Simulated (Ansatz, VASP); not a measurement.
## BeTe in VASP and in Ansatz

```xyz
2
Lattice="0.0000 2.7774 2.7774 2.7774 0.0000 2.7774 2.7774 2.7774 0.0000" Properties=species:S:1:pos:R:3 pbc="T T T"
Be    0.0000    0.0000    0.0000
Te    1.3887    1.3887    1.3887
```

Alike in both runs: functional LDA; k mesh 8 × 8 × 8; occupations gaussian, width 0.02 eV; no spin polarisation.

Ansatz relaxed the structure, and its values are those at the end. VASP's run is a single point on that final structure, the one shown.

|  | VASP | Ansatz |
| --- | --- | --- |
| version | VASP 6.6.1 | Ansatz 0.2.0 |
| potentials or method | VASP PAW LDA potentials, release 64 (Be, Te) | scalar-relativistic, plane waves, PAW |
| plane-wave cutoff (eV) | 520 | 420 |
| valence electrons in the cell | 8 | 18 |

```csv
,VASP,Ansatz,Ansatz less VASP
gap on the k mesh at the Fermi level (eV),1.77,1.79,+0.020
least direct gap on the mesh (eV),3.55,3.59,+0.037
pressure (GPa),0.3,0.0,-0.28
```

The two sets of potentials don't hold the same shells in valence.

Caveats: spin-orbit coupling is left out, which moves the levels of the heavy elements. A k mesh can miss the band edges.
